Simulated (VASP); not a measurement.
Wanted: the native input for a VASP 6.6.1 run.

| Item | Value |
| --- | --- |
| Task | electron localisation function |
| Functional | PBEsol |
| Potentials or basis | VASP PAW PBE potentials, release 64 (Pb_d, S) |
| Cutoff | 520 eV |
| k mesh | 8 × 8 × 8 |
| Occupations | gaussian, width 0.02 eV |
| Spin | no spin polarisation |
| Further INCAR settings | ALGO = Normal; EDIFF = 1e-06 |

The structure of PbS (Galena) lies in POSCAR:

```
PbS
1.0
    0.0000000000      2.9657500000      2.9657500000
    2.9657500000      0.0000000000      2.9657500000
    2.9657500000      2.9657500000      0.0000000000
Pb S
1 1
Direct
    0.0000000000      0.0000000000      0.0000000000
    0.5000000000      0.5000000000      0.5000000000
```

These files were run (other wordings do the same):

INCAR

```
PREC = Accurate
ENCUT = 520
EDIFF = 1E-6
ISMEAR = 0
SIGMA = 0.02
LREAL = F
LASPH = T
NELM = 80
ALGO = Normal
ISIF = 2
LWAVE = F
LCHARG = T
GGA = PS
LELF = T
```

KPOINTS

```
Automatic mesh
0
Gamma
  8 8 8
```

Potentials or basis: VASP PAW PBE potentials, release 64 (Pb_d, S).

The run is started by

```bash
$ cat potpaw_PBE.64/Pb_d/POTCAR potpaw_PBE.64/S/POTCAR > POTCAR
$ mpirun -np 1 vasp_std > vasp.out
```

Results of the run:

- Pressure: -0.9 GPa
- Band gap on the k mesh: 0.25 eV, direct

Caveat: the PAW data sets were made with another functional, which shifts forces and pressure a little; spin-orbit coupling is left out, which as a rule narrows the gap of such compounds by several tenths of an eV.

It took 17 s on 1 thread of Intel(R) Xeon(R) Platinum 8488C (Sapphire Rapids) (shared host), peak memory 0.18 GiB.
